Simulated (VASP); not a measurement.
# Sc (Fm-3m) in VASP: a series of runs

One crystal, Sc, is run at these levels: r2SCAN; tasks: single point, relaxation of cell and atoms.

Everything below comes from runs of VASP 6.6.1. Logs are shortened: lines on timing, memory, paths and dates and some standing lists are left out, and cuts for length are marked.

## 1. The structure

Symmetry: Fm-3m, No. 225, cubic system. The conventional cell has a = 4.646 Å, b = 4.646 Å, c = 4.646 Å, α = 90.00°, β = 90.00°, γ = 90.00°. Sc (site symmetry m-3m) is surrounded by 12 Sc at 3.29 Å.

The cell was built by a generator and needn't be a form met in nature.

## 2. Single point, r2SCAN

The input, INCAR:

```
PREC = Accurate
ENCUT = 520
EDIFF = 1E-6
ISMEAR = 0
SIGMA = 0.086
LREAL = F
LASPH = T
NELM = 100
ALGO = Normal
ISIF = 2
LWAVE = F
LCHARG = T
METAGGA = R2SCAN
LMIXTAU = T
LELF = T
LVHAR = T
NBANDS = 12
```

The input, KPOINTS:

```
regular mesh
0
Gamma
  14 14 14
```

The input, POSCAR:

```
Sc
1.0
    0.0000000000      2.3230012908      2.3230012908
    2.3230012908      0.0000000000      2.3230012908
    2.3230012908      2.3230012908      0.0000000000
Sc
1
Direct
    0.0000000000      0.0000000000      0.0000000000
```

Potentials or basis: VASP PAW PBE potentials, release 64 (Sc_sv).

Command:

```console
$ cat potpaw_PBE.64/Sc_sv/POTCAR > POTCAR
$ mpirun -np 1 vasp_std > vasp.out
```

OUTCAR:

```text
PREC = Accurate
   ENCUT = 520
   EDIFF = 1E-6
   ISMEAR = 0
   LREAL = F
   LASPH = T
   NELM = 100
   ISIF = 2
   METAGGA = R2SCAN

 ion  position               nearest neighbor table
   1  0.000  0.000  0.000-

  LATTYP: Found a face centered cubic cell.
 ALAT       =     4.6460025816

  Lattice vectors:

 A1 = (   0.0000000000,   2.3230012908,   2.3230012908)
 A2 = (   2.3230012908,   0.0000000000,   2.3230012908)
 A3 = (   2.3230012908,   2.3230012908,   0.0000000000)

Analysis of symmetry for initial positions (statically):
=====================================================================
 Subroutine PRICEL returns:
 Original cell was already a primitive cell.

 Routine SETGRP: Setting up the symmetry group for a
 face centered cubic supercell.

 Subroutine GETGRP returns: Found 48 space group operations
 (whereof 48 operations were pure point group operations)
 out of a pool of 48 trial point group operations.

The static configuration has the point symmetry O_h .

Analysis of symmetry for dynamics (positions and initial velocities):
=====================================================================
 Subroutine PRICEL returns:
 Original cell was already a primitive cell.

 Routine SETGRP: Setting up the symmetry group for a
 face centered cubic supercell.

 Subroutine GETGRP returns: Found 48 space group operations
 (whereof 48 operations were pure point group operations)
 out of a pool of 48 trial point group operations.

The dynamic configuration has the point symmetry O_h .

 Subroutine INISYM returns: Found 48 space group operations
 (whereof 48 operations are pure point group operations),
 and found     1 'primitive' translations

----------------------------------------------------------------------------------------

                                     Primitive cell

  volume of cell :      25.0714

  direct lattice vectors                    reciprocal lattice vectors
     0.000000000  2.323001291  2.323001291    -0.215238796  0.215238796  0.215238796
     2.323001291  0.000000000  2.323001291     0.215238796 -0.215238796  0.215238796
     2.323001291  2.323001291  0.000000000     0.215238796  0.215238796 -0.215238796

  length of vectors
     3.285219931  3.285219931  3.285219931     0.372804530  0.372804530  0.372804530

  position of ions in fractional coordinates (direct lattice)
     0.000000000  0.000000000  0.000000000

  ion indices of the primitive-cell ions
   primitive index   ion index
                 1           1

[... 81 lines left out ...]
   PSTRESS=    0.0 pullay stress
   NELECT =      11.0000    total number of electrons
   NUPDOWN=      -1.0000    fix difference up-down
   EMIN   =  10.00;   EMAX   =-10.00  energy-range for DOS
   EFERMI =   0.00;   METHOD = LEGACY
   ISMEAR =     0;   SIGMA  =   0.09  broadening in eV -4-tet -1-fermi 0-gaus
   EFERMI_NEDOS =   21; number of points for ismear=-14 and -15
   IALGO  =     38    algorithm
   IMIX   =      4    mixing-type and parameters
     AMIX     =   0.40;   BMIX     =  1.00
     AMIX_MAG =   1.60;   BMIX_MAG =  1.00
  volume/ion in A,a.u.               =      25.07       169.19
  Fermi-wavevector in a.u.,A,eV,Ry     =   1.243979  2.350779 21.054784  1.547483
  Thomas-Fermi vector in A             =   2.378266
   LORBIT       =      0    0 simple, 1 ext, 2 COOP (PROOUT), +10 PAW based schemes
   METAGGA = R2SCAN    functional components
   LHFCALC =     F    Hartree Fock is set to
   AEXX    =    0.0000 exact exchange contribution
   IVDW    =     0    specifies the selected vdW correction
   LEPSILON=     F    determine dielectric tensor
   LRPA    =     F    only Hartree local field effects (RPA)
 non-spin polarized calculation
 Gauss-broadening in eV      SIGMA  =   0.09
  energy-cutoff  :      520.00
  volume of cell :       25.07
 maximum number of plane-waves:       692
   NGX = 13   NGY = 13   NGZ = 13

 number of electron      11.0000002 magnetization

 Free energy of the ion-electron system (eV)
  ---------------------------------------------------
  ext. energy  EPLUGINS =         0.00000000
  ---------------------------------------------------
  free energy    TOTEN  =       -11.30128040 eV

  energy without entropy =      -11.29429020  energy(sigma->0) =      -11.29778530

 E-fermi :   3.6686     XC(G=0): -10.5406

 val. band max:        3.6560209740   @ k =   0.5000   0.1429   0.0714
 cond. band min:       3.6697911404   @ k =   0.4286   0.2143   0.0000
 fundamental gap:      0.0137701664
 Fermi energy:         3.6686105251

 k-point     1 :       0.0000    0.0000    0.0000
  band No.  band energies     occupation
      1     -47.9304      2.00000
      2     -25.3722      2.00000
      3     -25.3722      2.00000
      4     -25.3721      2.00000
      5      -1.8605      2.00000
      6       5.4489      0.00000
      7       5.4489      0.00000
      8       5.4489      0.00000
      9       6.8767      0.00000
     10       6.8767      0.00000
     11      16.5742      0.00000
     12      20.2032      0.00000
[... 331 lines left out ...]
 k-point    24 :       0.2857    0.1429    0.0000
  band No.  band energies     occupation
      1     -47.8963      2.00000
      2     -25.5667      2.00000
      3     -25.4237      2.00000
      4     -25.4199      2.00000
      5      -0.0674      2.00000
      6       4.3260      0.00000
      7       5.5141      0.00000
      8       5.9522      0.00000
      9       6.5534      0.00000
     10       7.2777      0.00000
     11      14.9059      0.00000
     12      17.2306      0.00000

 [... further k-points ...]

------------------------ aborting loop because EDIFF is reached ----------------------------------------

  FORCE on cell =-STRESS in cart. coord.  units (eV):
  Direction    XX          YY          ZZ          XY          YZ          ZX
  --------------------------------------------------------------------------------------
  -------------------------------------------------------------------------------------
  Total        0.0419615      0.0419615      0.0419615      0.0000000     -0.0000000      0.0000000
  in kB        2.6815346      2.6815346      2.6815346      0.0000000     -0.0000000      0.0000000
  external PRESSURE =       2.6815346 kB  Pullay stress =       0.0000000 kB

 VOLUME and BASIS-vectors are now :
 -----------------------------------------------------------------------------
  energy-cutoff  :      520.00
  volume of cell :       25.07
      direct lattice vectors                 reciprocal lattice vectors
     0.000000000  2.323001291  2.323001291    -0.215238796  0.215238796  0.215238796
     2.323001291  0.000000000  2.323001291     0.215238796 -0.215238796  0.215238796
     2.323001291  2.323001291  0.000000000     0.215238796  0.215238796 -0.215238796

 POSITION                                       TOTAL-FORCE (eV/Angst)
 -----------------------------------------------------------------------------------
      0.00000      0.00000      0.00000         0.000000     -0.000000     -0.000000
 -----------------------------------------------------------------------------------
    total drift:                               -0.000000     -0.000000      0.000000

  FREE ENERGIE OF THE ION-ELECTRON SYSTEM (eV)
  ---------------------------------------------------
  free  energy   TOTEN  =       -11.3012804039 eV

  energy  without entropy=      -11.2942902031  energy(sigma->0) =      -11.29778530
```

OSZICAR:

```text
N       E                     dE             d eps       ncg     rms          rms(c)
DAV:   1     0.710451891046E+02    0.71045E+02   -0.51656E+03  2504   0.910E+02
DAV:   2    -0.127551998571E+02   -0.83800E+02   -0.82124E+02  2496   0.297E+02
DAV:   3    -0.144017257775E+02   -0.16465E+01   -0.16148E+01  3324   0.539E+01
[... 12 lines left out ...]
DAV:  16    -0.113013327642E+02    0.74884E-04   -0.72509E-05  3880   0.122E-01    0.342E-02
DAV:  17    -0.113012842325E+02    0.48532E-04   -0.58087E-05  3820   0.107E-01    0.116E-02
DAV:  18    -0.113012832556E+02    0.97696E-06   -0.12362E-05  3872   0.481E-02    0.345E-03
DAV:  19    -0.113012809620E+02    0.22936E-05   -0.10989E-06  2936   0.124E-02    0.297E-03
DAV:  20    -0.113012804039E+02    0.55811E-06   -0.34250E-07  1716   0.633E-03
   1 F= -.11301280E+02 E0= -.11297785E+02  d E =-.699020E-02
```

stdout:

```text
POSCAR found type information on POSCAR Sc
 POSCAR found :  1 types and       1 ions
 scaLAPACK will be used
 -----------------------------------------------------------------------------
|                                                                             |
|                                                                             |
|     You enforced a specific xc type in the INCAR file but a different       |
|     I HOPE YOU KNOW WHAT YOU ARE DOING!                                     |
|                                                                             |
 -----------------------------------------------------------------------------

 LDA part: xc-table for (None), standard interpolation
 POSCAR, INCAR and KPOINTS ok, starting setup
 FFT: planning ... GRIDC
 FFT: planning ... GRID_SOFT
 FFT: planning ... GRID
 WAVECAR not read
 entering main loop
```

It took 89 s on 1 thread of AMD EPYC 9R45 (Zen 5), shared host; peak memory 0.13 GiB.

What came out:

```
Free energy            : -11.3013 eV
Pressure               : 0.3 GPa
Band gap on the k mesh : none (metal or under the smearing width)
```

Levels at points of the mesh, in eV from the Fermi level:
| k point | band 2 | band 3 | band 4 | band 5 | band 6 | band 7 | band 8 | band 9 |
| --- | --- | --- | --- | --- | --- | --- | --- | --- |
| (0.00, 0.00, 0.00) | -29.04 | -29.04 | -29.04 | -5.53 | 1.78 | 1.78 | 1.78 | 3.21 |
| (0.50, 0.00, 0.00) | -29.43 | -29.09 | -29.09 | -1.80 | 0.03 | 1.67 | 1.67 | 4.09 |
| (0.50, 0.50, 0.00) | -29.40 | -29.18 | -29.18 | -1.54 | -0.55 | 1.82 | 4.09 | 4.31 |

Caveat: the PAW data sets were made with another functional, which shifts forces and pressure a little.

## 3. Relaxation of cell and atoms, r2SCAN

This run uses another cell than the first one, of 19.15 Å³/atom, 0.764 times its volume.

The input, INCAR:

```
ALGO     = Normal         # electronic algorithm
EDIFF    = 1E-7           # SCF threshold, eV
EDIFFG   = -0.01          # ionic threshold
ENCUT    = 600            # plane-wave cutoff, eV
IBRION   = 2              # ionic algorithm
ISIF     = 3              # what is computed and relaxed
ISMEAR   = 0              # smearing method
LASPH    = True           # aspherical terms in the spheres
LCHARG   = False          # write CHGCAR
LMIXTAU  = True         
LREAL    = False          # projectors in reciprocal space
LWAVE    = False          # write WAVECAR
METAGGA  = R2SCAN         # meta-GGA
NELM     = 100            # most SCF steps
NSW      = 60             # ionic steps
PREC     = Accurate       # precision mode
SIGMA    = 0.086          # smearing width, eV
```

The input, KPOINTS:

```
k-points
0
Gamma
  14 14 14
```

The input, POSCAR:

```
Sc
1.0
    0.0000000000      2.1233480000      2.1233480000
    2.1233480000      0.0000000000      2.1233480000
    2.1233480000      2.1233480000      0.0000000000
Sc
1
Direct
    0.0000000000      0.0000000000      0.0000000000
```

Potentials or basis: VASP PAW PBE potentials, release 64 (Sc_sv).

Command:

```console
$ cat potpaw_PBE.64/Sc_sv/POTCAR > POTCAR
$ mpirun -np 1 vasp_std > vasp.out
```

Run time: 3.2 min. Hardware: 1 thread of AMD EPYC 9R45 (Zen 5), shared host; peak memory 0.13 GiB.

Results (log left out):

```yaml
Free_energy: -11.2998 eV
Relaxed_volume: 25.20 Å³/atom
Relaxed_cell: a = 3.291 Å, b = 3.291 Å, c = 3.291 Å, α = 60.00°, β = 60.00°, γ = 60.00°
Space_group_after_relaxing_to_0.05_Å: Fm-3m (No. 225)
Energy_gained_by_relaxing: 331.1 meV/atom
Ionic_steps: 4
Pressure_after_relaxing: -0.1 GPa
Band_gap_on_the_k_mesh: none (metal or under the smearing width)
```

Step by step:
```tsv
step	energy change (eV)	largest force (eV/Å)	pressure (GPa)	volume (Å³)
1	0.0000	0.0000	21.16	19.15
2	-0.3103	0.0000	-3.40	27.04
3	-0.3310	0.0000	0.22	25.07
4	-0.3311	0.0000	-0.05	25.20
```

Final structure:
```yaml
crystal:
  lattice:
    - [0.00000, 2.32701, 2.32701]
    - [2.32701, 0.00000, 2.32701]
    - [2.32701, 2.32701, 0.00000]
  atoms:
    - { symbol: Sc, position: [0.00000, 0.00000, 0.00000] }
```

Levels at points of the mesh, in eV from the Fermi level:
```csv
k point,band 1,band 2,band 3,band 4,band 5,band 6,band 7,band 8,band 9
"(0.00, 0.00, 0.00)",-51.61,-29.06,-29.06,-29.06,-5.52,1.77,1.77,1.77,3.19
"(0.50, 0.00, 0.00)",-51.56,-29.44,-29.11,-29.11,-1.80,0.02,1.66,1.66,4.06
"(0.50, 0.50, 0.00)",-51.54,-29.42,-29.19,-29.19,-1.52,-0.54,1.80,4.07,4.28
```

Caveat: the volume moved by over 15 % at a fixed basis, so the end points are rough; the PAW data sets were made with another functional, which shifts forces and pressure a little.
